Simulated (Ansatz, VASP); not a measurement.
# Rh in VASP and in Ansatz

```
Rh
1.0
     0.00000    1.90155    1.90155
     1.90155    0.00000    1.90155
     1.90155    1.90155    0.00000
Rh
1
Direct
  0.00000 0.00000 0.00000
```

Alike in both runs: task single point; functional PBEsol; k mesh 24 × 24 × 24; occupations gaussian, width 0.15 eV; no spin polarisation.

```csv
,VASP,Ansatz
version,VASP 6.6.1,Ansatz 0.2.0
potentials or method,"VASP PAW PBE potentials, release 64 (Rh_pv)","scalar-relativistic, plane waves, PAW"
plane-wave cutoff (eV),520,420
valence electrons in the cell,15,17
```

```csv
,VASP,Ansatz,Ansatz less VASP
gap on the k mesh at the Fermi level (eV),none,none,-
pressure (GPa),-5.2,-5.1,+0.08
```

A gap of «none» marks a metal or a gap that the smearing closes. The functional is the same, so the differences come from potentials, cutoffs and numerics. The two sets of potentials don't hold the same shells in valence.

Caveats: the PAW data sets were made with another functional, which shifts forces and pressure a little (VASP).
